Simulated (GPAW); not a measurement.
# SiC (Moissanite) in GPAW: the effect of functional

SiC (Moissanite):

```
CELL_PARAMETERS angstrom
3.07600 0.00000 0.00000
-1.53800 2.66389 0.00000
0.00000 0.00000 5.04800
ATOMIC_POSITIONS crystal
Si 0.66667 0.33333 0.50000
Si 0.33333 0.66667 0.00000
C 0.66667 0.33333 0.88500
C 0.33333 0.66667 0.38500
```

Alike in all runs:

```yaml
Program: GPAW 26.7.0
Task: band structure
Cutoff: 800 eV
Basis: pw
k_mesh: 9 × 9 × 5
Occupations: fermi-dirac, width 0.05 eV
Spin: no spin polarisation
```

```tsv
functional	potentials or basis	gap on the mesh (eV)	largest force (eV/Å)
LDA	the program's PAW data sets (release 1.2.1) made for this functional	2.21	0.75
revPBE	the program's PAW data sets (release 1.2.1) made for this functional	2.34	0.78
vdW-DF2	GPAW PAW data sets (gpaw-data 1.2.1)	?	?
PBEsol	PAW data sets generated in the run's folder for this functional	2.16	0.76
optB88-vdW	GPAW PAW data sets (gpaw-data 1.2.1)	2.48	0.79
PW91	PAW data sets generated in the run's folder for this functional	2.35	0.77
r2SCAN	GPAW PAW data sets (gpaw-data 1.2.1)	2.71	0.77
vdW-DF-cx	GPAW PAW data sets (gpaw-data 1.2.1)	2.25	0.79
```

Question: What does the run with functional vdW-DF2 give?

Answer: gap on the mesh 2.87 eV; largest force 0.79 eV/Å.

Caveats: the PAW data sets were made with another functional, which shifts forces and pressure a little (some runs).

Runs at the PBE level aren't shown here.
